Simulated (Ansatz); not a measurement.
Si2Ni under changes of volume

One of the cells (13.166 Å³/atom); the others are scaled copies at fixed shape and fractional positions:

```
Ni Si
1.0
     0.00000    2.70300    2.70300
     2.70300    0.00000    2.70300
     2.70300    2.70300    0.00000
Ni Si
1 2
Cartesian
  0.0000 0.0000 0.0000
  4.0545 4.0545 4.0545
  1.3515 1.3515 1.3515
```

- Program: Ansatz 0.2.0
- Functional: LDA
- Potentials or basis: Ansatz PAW
- Cutoff: 420 eV (not typed: the program's choice for these potentials)
- k mesh: 9 × 9 × 9
- Occupations: fermi-dirac, width 0.05 eV
- Spin: collinear spin, ferromagnetic start
- Starting moments: [1.0, 0.0, 0.0] μB

```tsv
volume (Å³/atom)	energy over the lowest point (meV/atom)	pressure (GPa)
12.376	?	?
12.639	0.78	2.1
12.902	0.00	-1.3
13.166	4.47	-4.3
13.429	13.71	-7.1
13.692	27.35	-9.6
13.956	44.94	-11.9
```

Question: What does the run at 12.376 Å³/atom give?

Answer: Energy over the lowest point 7.27 meV/atom; pressure 5.8 GPa.

Worked out: A Birch-Murnaghan fit of order 3 (a polynomial in V^(-2/3)) to the other rows has its minimum at 12.81 Å³/atom with B0 = V·E''(V) = 161 GPa and B' = 3.7. It gives 7.37 meV/atom at 12.376 Å³/atom, against the run's 7.27, and -dE/dV = 5.9 GPa, against 5.8.

Energies are extrapolated to zero smearing.

Caveats: the PAW data sets come from PBE, with cores solved anew for the run's functional, which leaves a small shift of forces and pressure; the starting moments weren't kept.
